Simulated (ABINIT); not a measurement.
Crystal: Zn.

```
Zn
1.0
     2.67000    0.00000    0.00000
    -1.33500    2.31229    0.00000
     0.00000    0.00000    4.96600
Zn
2
Direct
  0.66667 0.33333 0.75000
  0.33333 0.66667 0.25000
```

Base run:

```yaml
Program: ABINIT 10.8.3 (patched build)
Functional: PBEsol
Potentials_or_basis: JTH PAW PBE v2.0
Cutoff: 707 eV
k_mesh: 11 × 11 × 6
Occupations: fermi-dirac, width 0.05 eV
Spin: no spin polarisation
```

Its results: band gap on the k mesh none (metal or under the smearing width); pressure -5.7 GPa.

Q: The run is repeated on the same cell with these changes: functional from PBEsol to PW91. What comes out?

A: Band gap on the k mesh none (metal or under the smearing width); pressure -0.7 GPa.

PW91 binds less tightly than PBEsol, so the same cell stands under more pressure.

Caveats: the PAW data sets were made with another functional, which shifts forces and pressure a little.
